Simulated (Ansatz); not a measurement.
A distorted cell of GeTe (alpha-GeTe type, space group R3m):

```
GeTe
1.0
    2.09351     1.20869     3.68680
   -2.09351     1.20869     3.68680
    0.00000    -2.41737     3.68680
Ge Te
1 1
Direct
  0.27715   0.23082   0.21386
  0.76816   0.76816   0.76816
```

These are r2SCAN (plane waves to 500 eV, PAW, scalar-relativistic; Ansatz, an electronic-structure program) values and carry that method's errors. k mesh 8×8×8 (Γ-centred), Fermi-Dirac smearing 0.05 eV. Energies are smeared free energies. Compression counts positive. GeTe was relaxed with its symmetry unable to fall. Spin-orbit coupling is left out, though Te is heavy.

Q: Predict the force on every atom, in eV/Å.

A: 
```tsv
atom	Fx	Fy	Fz
Ge1	-0.125	-0.089	-0.238
Te2	0.125	0.089	0.238
```

Q: Give the stress tensor in GPa and the pressure.

A: 
```
  -0.18     0.27    -0.87
   0.27    -0.23    -0.79
  -0.87    -0.79    -1.74
```
The pressure, a third of the trace, is -0.72 GPa.

Q: In it atom 1 sits (0.097, 0.097, 0.097) Å away from its relaxed site. What is its energy relative to the relaxed cell?

A: 28.0 meV/cell.

(For displaced atoms, the force is minus the slope of the energy, and its curvature is a force constant, which sets phonon frequencies.)
